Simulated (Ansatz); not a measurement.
# CdTe: the cost of one run

Program: Ansatz 0.2.0. G0W0, plane waves. Spin-unpolarised throughout; all numbers are computed.

### 1 The structure to begin with

The cell was relaxed beforehand with r2SCAN.

It is cubic, F-43m (No. 216); conventional cell a = 6.560 Å, 35.29 Å³ an atom. Cd has 4 Te at 2.84 Å; Te has 4 Cd at 2.84 Å.

Structure file:

```cif
data_structure
_symmetry_space_group_name_H-M 'F-43m'
_symmetry_Int_Tables_number 216
_cell_length_a 6.5599
_cell_length_b 6.5599
_cell_length_c 6.5599
_cell_angle_alpha 90.000
_cell_angle_beta 90.000
_cell_angle_gamma 90.000
_cell_volume 282.29
loop_
_atom_site_label
_atom_site_type_symbol
_atom_site_symmetry_multiplicity
_atom_site_Wyckoff_symbol
_atom_site_fract_x
_atom_site_fract_y
_atom_site_fract_z
_atom_site_occupancy
Cd1 Cd 4 a 0.00000 0.00000 0.00000 1
Te1 Te 4 d 0.25000 0.25000 0.75000 1
```

### 2 114 empty bands, 80 eV

Input file input.yaml:

```yaml
crystal:
  lattice:
    - [0.0, 3.2799551166, 3.2799551166]
    - [3.2799551166, 0.0, 3.2799551166]
    - [3.2799551166, 3.2799551166, 0.0]
  atoms:
    - { symbol: Cd, position: [0.0, 0.0, 0.0] }
    - { symbol: Te, position: [0.25, 0.25, 0.25] }
kpoints:
  mp_grid: { grid: [4, 4, 4] }
hamiltonian:
  xc: pbe
scf:
  occupations: { method: fixed }
gw:
  n_empty_bands: 114
  ecut_chi: 80
  qp_bands: [v2, c2]
  qp_kpoints: band_edges
  screening: { model: contour_deformation }
```

Run with:

```bash
$ ansatz run input.yaml --threads 2 --pin off --max-ram 3686MiB --backend cpu --events-out ev --progress --plain --runs-dir out
```

**Question.** How long does this run take on 2 threads of Intel Xeon Platinum 8488C (Sapphire Rapids), shared host, and how much memory does it need?

About 10 s, with a peak of 0.47 GiB.
